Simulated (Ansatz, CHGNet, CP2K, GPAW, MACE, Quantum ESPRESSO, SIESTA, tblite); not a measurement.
# Wurtzite SiC, size series (72 atoms) in CP2K

How do the settings of CP2K change the result for wurtzite SiC, size series (72 atoms)? A plane-wave run serves as the yardstick.

Calculated with CP2K 2026.2; the method is named at each step.

### Step 1. Set-up

The cell holds 72 atoms: 36 Si and 36 C. Its edges and angles: a = 9.228 Å, b = 9.228 Å, c = 10.096 Å, α = 90.0°, β = 90.0°, γ = 120.0°. It derives from SiC (wurtzite), repeated 3×3×2. Wurtzite SiC (a = 3.076 Å, c = 5.048 Å), 3 x 3 x 2 conventional cells; ideal positions. Then every atom was moved at random, 0.03 Å r.m.s. a Cartesian component.

The yardstick, on the same geometry:

- method: Kohn-Sham DFT, PBE, SSSP efficiency 1.3.0 pseudopotentials, plane waves (Quantum ESPRESSO 7.5); sssp-pbe-1.3.0-efficiency, cutoffs 45/360 Ry, Γ point
- r.m.s. force component: 0.9835 eV/Å
- longest force: 4.47 eV/Å
- pressure: 5.384 GPa
- gap (highest filled to lowest empty level): 1.994 eV
- time: 89 s on 2 MPI ranks of Arm Neoverse V1, shared host
- CPU time: 3 min

### Step 2. PBE, DZVP-MOLOPT-SR, 450/50 Ry, diagonalisation

Method: Kohn-Sham DFT, PBE, GTH-PBE pseudopotentials, Gaussian and plane waves, DZVP-MOLOPT-SR-GTH, diagonalisation.

Contents of input.inp:

```
&GLOBAL
  PROJECT cell
  RUN_TYPE ENERGY_FORCE
  PRINT_LEVEL LOW
&END GLOBAL
&FORCE_EVAL
  METHOD QS
  STRESS_TENSOR ANALYTICAL
  &DFT
    BASIS_SET_FILE_NAME BASIS_MOLOPT
    POTENTIAL_FILE_NAME GTH_POTENTIALS
    &MGRID
      CUTOFF 450
      REL_CUTOFF 50
    &END MGRID
    &QS
      EPS_DEFAULT 1.0E-12
    &END QS
    &SCF
      SCF_GUESS ATOMIC
      EPS_SCF 5.0E-06
      MAX_SCF 200
      ADDED_MOS 14
      &DIAGONALIZATION
        ALGORITHM STANDARD
      &END DIAGONALIZATION
      &SMEAR ON
        METHOD FERMI_DIRAC
        ELECTRONIC_TEMPERATURE [K] 580
      &END SMEAR
      &MIXING
        METHOD BROYDEN_MIXING
        ALPHA 0.3
        NBROYDEN 12
      &END MIXING
      &PRINT
        &RESTART OFF
        &END RESTART
      &END PRINT
    &END SCF
    &XC
      &XC_FUNCTIONAL PBE
      &END XC_FUNCTIONAL
    &END XC
    &PRINT
      &MULLIKEN ON
      &END MULLIKEN
      &HIRSHFELD ON
        SHAPE_FUNCTION DENSITY
      &END HIRSHFELD
      &MO ON
        EIGENVALUES T
        OCCUPATION_NUMBERS T
        MO_INDEX_RANGE 133 156
        &EACH
          QS_SCF 0
        &END EACH
        ADD_LAST NUMERIC
      &END MO
    &END PRINT
  &END DFT
  &SUBSYS
    &CELL
      A 9.22800 0.00000 0.00000
      B -4.61400 7.99168 0.00000
      C 0.00000 0.00000 10.09600
    &END CELL
    &COORD
      SCALED
      Si 0.00790 0.00894 0.00317
      C 0.10932 0.22534 0.05961
      Si 0.10937 0.21982 0.24977
      C 0.00141 1.00000 0.31162
      Si 0.99777 0.99682 0.50083
      C 0.10631 0.21872 0.56114
      Si 0.11349 0.22816 0.75296
      C 0.00243 0.00328 0.80947
      Si 0.99643 0.33193 0.99889
      C 0.11287 0.56274 0.06335
      Si 0.11583 0.55566 0.24901
      C 0.99775 0.33948 0.31070
      Si 0.00352 0.33141 0.49943
      C 0.11087 0.55236 0.56191
      Si 0.10364 0.55059 0.74867
      C 0.00101 0.33240 0.81313
      Si 0.99942 0.66467 0.99322
      C 0.11065 0.88879 0.06515
      Si 0.11112 0.88343 0.25179
      C 0.00455 0.67058 0.30774
      Si 0.99969 0.66961 0.50264
      C 0.11669 0.89003 0.56490
      Si 0.10809 0.88768 0.74922
      C 0.99983 0.66594 0.82131
      Si 0.33049 0.00474 0.00204
      C 0.44517 0.21725 0.06476
      Si 0.44879 0.21980 0.24700
      C 0.33248 0.99799 0.30666
      Si 0.33540 0.00166 0.49664
      C 0.44689 0.21751 0.56130
      Si 0.45062 0.22424 0.75291
      C 0.33359 0.00409 0.80994
      Si 0.33229 0.32847 0.99778
      C 0.44707 0.56336 0.06230
      Si 0.44330 0.55451 0.24884
      C 0.33031 0.33255 0.31613
      Si 0.32906 0.33400 0.50340
      C 0.44843 0.56207 0.56509
      Si 0.45122 0.56306 0.74896
      C 0.32953 0.33402 0.81133
      Si 0.33534 0.66942 0.00245
      C 0.44472 0.88942 0.05931
      Si 0.43856 0.88482 0.25164
      C 0.32825 0.66315 0.31086
      Si 0.33316 0.67156 0.50245
      C 0.44380 0.88254 0.56105
      Si 0.44351 0.88864 0.74464
      C 0.32633 0.66088 0.81515
      Si 0.66170 0.99524 0.99724
      C 0.78118 0.22085 0.06364
      Si 0.77726 0.22222 0.25148
      C 0.66202 0.99782 0.31130
      Si 0.66543 0.99617 0.50617
      C 0.78295 0.22527 0.56432
      Si 0.77932 0.22021 0.74985
      C 0.66162 0.00091 0.81734
[... 12 atom lines left out ...]
      Si 0.66253 0.66156 0.50334
      C 0.78492 0.89085 0.56274
      Si 0.77986 0.89139 0.75268
      C 0.66585 0.66323 0.81700
    &END COORD
    &KIND Si
      BASIS_SET DZVP-MOLOPT-SR-GTH-q4
      POTENTIAL GTH-PBE-q4
    &END KIND
    &KIND C
      BASIS_SET DZVP-MOLOPT-SR-GTH-q4
      POTENTIAL GTH-PBE-q4
    &END KIND
  &END SUBSYS
  &PRINT
    &FORCES ON
    &END FORCES
    &STRESS_TENSOR ON
    &END STRESS_TENSOR
  &END PRINT
&END FORCE_EVAL
```

Started as:

```bash
OMP_NUM_THREADS=2 cp2k.psmp -i input.inp > output.txt
```

Numbers of over 12 decimals in the logs are rounded to 6 here.

The program printed:

```text
CP2K| version string:                                       CP2K version 2026.2
 CP2K| Input file name                                                 input.inp
 GLOBAL| Basis set file name                                        BASIS_MOLOPT
 GLOBAL| Potential file name                                      GTH_POTENTIALS
 GLOBAL| Run type                                                   ENERGY_FORCE
 GLOBAL| Total number of message passing processes                             1
 GLOBAL| Number of threads for this process                                    2
 TOTAL NUMBERS AND MAXIMUM NUMBERS
  Total number of            - Atomic kinds:                                   2
                             - Atoms:                                         72
                             - Shell sets:                                    72
                             - Shells:                                       360
                             - Primitive Cartesian functions:                324
                             - Cartesian basis functions:                   1008
                             - Spherical basis functions:                    936
  Maximum angular momentum of- Orbital basis functions:                        2
                             - Local part of the GTH pseudopotential:          2
                             - Non-local part of the GTH pseudopotential:      2
 SCF PARAMETERS         Density guess:                                    ATOMIC
                        max_scf:                                             200
                        eps_scf:                                        5.00E-06
                        added MOs                                        14    0
                        Mixing method:                            BROYDEN_MIXING
                                                charge density mixing in g-space
                        Smear method:                                FERMI_DIRAC
                        Electronic temperature [K]:                        580.0
                        Electronic temperature [a.u.]:                  1.84E-03
                        Accuracy threshold:                             1.00E-10
 Extrapolation method: initial_guess
 Number of electrons:                                                        288
 Number of occupied orbitals:                                                144
 Number of molecular orbitals:                                               158
 Number of orbital functions:                                                936
 Number of independent orbital functions:                                    936
 SCF WAVEFUNCTION OPTIMIZATION
  Step     Update method      Time    Convergence         Total energy    Change
     1 NoMix/Diag. 0.30E+00    5.9     1.49264469      -351.4204228083 -3.51E+02
     2 Broy./Diag. 0.30E+00   10.3     0.12353092      -332.5355082561  1.89E+01
     3 Broy./Diag. 0.30E+00   10.2     0.06937517      -343.7644985311 -1.12E+01
     4 Broy./Diag. 0.30E+00   10.3     0.00858439      -347.0940502134 -3.33E+00
[...]
10 Broy./Diag. 0.30E+00   10.3     0.00000692      -346.8250093212 -8.28E-04
    11 Broy./Diag. 0.30E+00   10.4     0.00000458      -346.8256130690 -6.04E-04
  *** SCF run converged in    11 steps ***
  Electronic density on regular grids:       -288.0000000000        0.0000000000
  Core density on regular grids:              287.9999999996       -0.0000000004
  Total charge density on r-space grids:       -0.0000000004
  Total charge density g-space grids:          -0.0000000004
  Overlap energy of the core charge distribution:               1.48872e-07
  Self energy of the core charge distribution:               -849.348013
  Core Hamiltonian energy:                                    233.796552
  Hartree energy:                                             378.784667
  Exchange-correlation energy:                               -110.058820
  Electronic entropic energy:                                  -2.8729e-10
  Fermi energy:                                                 0.344979
  Total energy:                                              -346.825613
  Total energy (extrapolated to T->0):                       -346.825613
 MO| EIGENVALUES AND OCCUPATION NUMBERS
 MO|
 MO|  Index      Eigenvalue [a.u.]        Eigenvalue [eV]             Occupation
 MO|    133               0.269295               7.327898               2.000000
 MO|    134               0.270722               7.366724               2.000000
 MO|    135               0.273221               7.434711               2.000000
[...]
MO|    155               0.443216              12.060519               0.000000
 MO|    156               0.443533              12.069141               0.000000
 MO| Sum:                                                             288.000000
 MO| E(Fermi):            0.344979 a.u.          9.387359 eV
 !-----------------------------------------------------------------------------!
                     Mulliken Population Analysis
 #  Atom  Element  Kind  Atomic population                           Net charge
       1     Si       1          3.577742                              0.422258
       2     C        2          4.432945                             -0.432945
       3     Si       1          3.580575                              0.419425
[...]
71     Si       1          3.575303                              0.424697
      72     C        2          4.426073                             -0.426073
 # Total charge                            288.000000                 -0.000000
 !-----------------------------------------------------------------------------!
 !-----------------------------------------------------------------------------!
                           Hirshfeld Charges
  #Atom  Element  Kind  Ref Charge     Population                    Net charge
      1       Si     1       4.000          3.684                         0.316
      2       C      2       4.000          4.314                        -0.314
      3       Si     1       4.000          3.684                         0.316
[...]
71       Si     1       4.000          3.682                         0.318
     72       C      2       4.000          4.314                        -0.314
  Total Charge                                                           -0.000
 !-----------------------------------------------------------------------------!
 ENERGY| Total FORCE_EVAL ( QS ) energy [hartree]           -346.825960
 FORCES| Atomic forces [hartree/bohr]
 FORCES|   Atom     x               y               z               |f|
 FORCES|      1 -1.22530501E-02 -3.94315517E-02 -6.60261133E-03   4.18160134E-02
 FORCES|      2  1.69825056E-02  4.59604390E-03  9.99727881E-03   2.02354812E-02
 FORCES|      3 -5.69272782E-03  1.17307878E-02  8.49750057E-03   1.55636129E-02
[...]
FORCES|     71 -2.53850374E-03 -3.91082142E-03  2.38368696E-03   5.23645767E-03
 FORCES|     72  2.39889250E-03  2.08361797E-02 -3.24254074E-02   3.86174587E-02
 FORCES| Sum    -1.04442972E-04 -3.07544748E-05 -3.32977292E-05
 FORCES| Total atomic force                                       1.13854780E-04
 STRESS| Analytical stress tensor [bar]
 STRESS|                        x                   y                   z
 STRESS|      x        4.55390018022E+04   8.30081931153E+03  -1.00727607399E+03
 STRESS|      y        8.30081931153E+03   4.72800261357E+04  -2.30678511673E+03
 STRESS|      z       -1.00727607399E+03  -2.30678511673E+03   3.30905862356E+04
 STRESS| 1/3 Trace                                             4.19698713912E+04
```

The job ended after 2.4 min (2 threads of Arm Neoverse V1, shared host; peak memory 1.7 GiB).

Banners, paths, timers and routine set-up lines are dropped from the logs unmarked, and long logs keep their key lines alone; longer cuts are marked.

Numbers from this run, and their distance from the reference:

- r.m.s. force component: 0.9854 eV/Å
- r.m.s. difference of force components: 13.46 meV/Å
- longest difference of force vectors: 47.03 meV/Å
- force difference over r.m.s. force: 1.369 %
- slope of forces against the reference's: 1.002
- correlation of force components: 0.9999
- gap (highest filled to lowest empty level): 2.051 eV
- gap difference: 0.0565 eV
- pressure: 4.197 GPa
- pressure difference: -1.187 GPa

Length of the force difference by element (eV/Å):

```
element  atoms   mean   most
      C     36  0.019  0.042
     Si     36  0.023  0.047
```

Levels nearest the highest filled one (eV from it): -1.04, -1.00, -0.93, -0.93, -0.89, -0.83, -0.73, -0.73, -0.63, -0.22, -0.06, 0.00, 2.05, 2.07, 3.16, 3.17, 3.21, 3.22, 3.26, 3.27, 3.57, 3.62, 3.69, 3.70.

Local excerpt of 9 atoms (numbers count through the whole input) about C24, which bears the longest force; x, y, z are measured from there.

```
atom      x      y      z  distance (Å)  bonds  Hirshfeld charge (e)     Fx     Fy  Fz (eV/Å)
 C24   0.00   0.00   0.00          0.00      4                 -0.32  -0.49   0.02      -4.43
Si17   0.00  -0.01   1.74          1.74      4                  0.30   0.08   0.92       3.47
Si15   1.49  -0.92  -0.73          1.90      4                  0.31   0.98   0.78       0.79
Si23  -0.02   1.77  -0.73          1.92      4                  0.32   0.81   0.55       0.93
Si63  -1.55  -0.87  -0.80          1.95      4                  0.32   0.50  -0.28       3.04
 C58  -1.51  -0.85   2.39          2.95      4                 -0.31  -1.15  -1.47       0.42
 C10   1.52  -0.82   2.44          2.99      4                 -0.31   0.52  -1.31      -0.62
 C48   3.04  -0.04  -0.06          3.04      4                 -0.31   0.56   0.98      -1.12
 C18  -0.01   1.78   2.46          3.04      4                 -0.31  -0.12   0.38      -0.93
```

Forces lie 1.4 % from the reference's, at 1.6 times its CPU time.

### Step 3. PBE, DZVP-MOLOPT-SR, 450/70 Ry, diagonalisation

Method: Kohn-Sham DFT, PBE, GTH-PBE pseudopotentials, Gaussian and plane waves, DZVP-MOLOPT-SR-GTH, diagonalisation.

input.inp: that of step 2 with these lines changed.

```diff
@@ -13,3 +13,3 @@
       CUTOFF 450
-      REL_CUTOFF 50
+      REL_CUTOFF 70
     &END MGRID
@@ -68,4 +68,27 @@
     &COORD
-      SCALED
-[... 72 atom lines left out: the same atoms as in the first run ...]
+      Si 0.03165 0.07145 0.03200
+      C -0.03091 1.80085 0.60182
+      Si -0.00498 1.75673 2.52168
+      C -4.60099 7.99168 3.14612
+      Si 4.60809 7.96627 5.05638
+      C -0.02815 1.74794 5.66527
+      Si -0.00544 1.82338 7.60188
+      C 0.00729 0.02621 8.17241
+      Si 7.66353 2.65268 10.08479
+      C -1.55492 4.49724 0.63958
+      Si -1.49494 4.44066 2.51400
+      C 7.64088 2.71302 3.13683
+      Si -1.49664 2.64852 5.04225
+      C -1.52548 4.41428 5.67304
+      Si -1.58403 4.40014 7.55857
+      C -1.52437 2.65643 8.20936
+      Si 6.15586 5.31183 10.02755
+      C -3.07980 7.10293 0.65775
+      Si -3.05073 7.06009 2.54207
+      C -3.05207 5.35906 3.10694
+[... 48 atom lines left out ...]
+      Si 3.06139 5.28698 5.08172
+      C 3.13286 7.11939 5.68142
+      Si 3.08367 7.12370 7.59906
+      C 3.08432 5.30032 8.24843
     &END COORD
```

The program printed:

```text
CP2K| version string:                                       CP2K version 2026.2
 CP2K| Input file name                                                 input.inp
 GLOBAL| Basis set file name                                        BASIS_MOLOPT
 GLOBAL| Potential file name                                      GTH_POTENTIALS
[... lines left out ...]
 Number of electrons:                                                        288
[... lines left out ...]
  Step     Update method      Time    Convergence         Total energy    Change
[... lines left out ...]
  *** SCF run converged in    11 steps ***
[... lines left out ...]
  Fermi energy:                                                 0.344979
  Total energy:                                              -346.825611
  Total energy (extrapolated to T->0):                       -346.825611
[... lines left out ...]
 MO| E(Fermi):            0.344979 a.u.          9.387361 eV
[... lines left out ...]
 ENERGY| Total FORCE_EVAL ( QS ) energy [hartree]           -346.825957
[... lines left out ...]
 FORCES|      1 -1.22522169E-02 -3.94312657E-02 -6.60111578E-03   4.18152635E-02
 FORCES|      2  1.69802344E-02  4.59484460E-03  9.99853775E-03   2.02339249E-02
 FORCES|      3 -5.69484834E-03  1.17315155E-02  8.49697868E-03   1.55646523E-02
[...]
FORCES|     71 -2.53602526E-03 -3.90963887E-03  2.38164399E-03   5.23344326E-03
 FORCES|     72  2.39918449E-03  2.08369061E-02 -3.24233900E-02   3.86161749E-02
 FORCES| Sum    -1.03930678E-04 -3.11384506E-05 -3.37631423E-05
 FORCES| Total atomic force                                       1.13627192E-04
 STRESS| Analytical stress tensor [bar]
 STRESS|                        x                   y                   z
 STRESS|      x        4.55376072316E+04   8.30173075860E+03  -1.00745751215E+03
 STRESS|      y        8.30173075860E+03   4.72798303873E+04  -2.30664691168E+03
 STRESS|      z       -1.00745751215E+03  -2.30664691168E+03   3.30900744353E+04
 STRESS| 1/3 Trace                                             4.19691706847E+04
```

Run time: 3.3 min. Hardware: 2 threads; peak memory 1.7 GiB.

Numbers from this run, and their distance from the reference:

```yaml
r_m_s_force_component: 0.9854 eV/Å
r_m_s_difference_of_force_components: 13.46 meV/Å
longest_difference_of_force_vectors: 47.03 meV/Å
force_difference_over_r_m_s_force: 1.369 %
slope_of_forces_against_the_reference_s: 1.002
correlation_of_force_components: 0.9999
spacing_of_highest_filled_and_lowest_empty_level: 2.051 eV
gap_difference: 0.0565 eV
pressure: 4.197 GPa
pressure_difference: -1.187 GPa
energy_less_the_same_level_run_s: 0.0009 meV/atom
r_m_s_force_difference_from_the_same_level_run: 0.089 meV/Å
```

Against the first run (1.4 %), the force difference from the reference is 1.4 %, at 1.4 times the CPU time: the change moves forces by 0.089 meV/Å r.m.s., so most of the difference comes from elsewhere.

(Continued in part 2 of 2.)

[Also dropped from logs without a mark: logging warnings of Python, and SIESTA's first energy breakdown and zero terms.]

[Logs are printed without paths, hosts, clocks, repeated set-up lines and the standing remarks that a program may print on its own settings, such as how far it seeks lower states.]

[Hosts, paths, dates, database ids (printed as entryN), source tags and the programs' standing remarks are cut or masked in the printed files.]
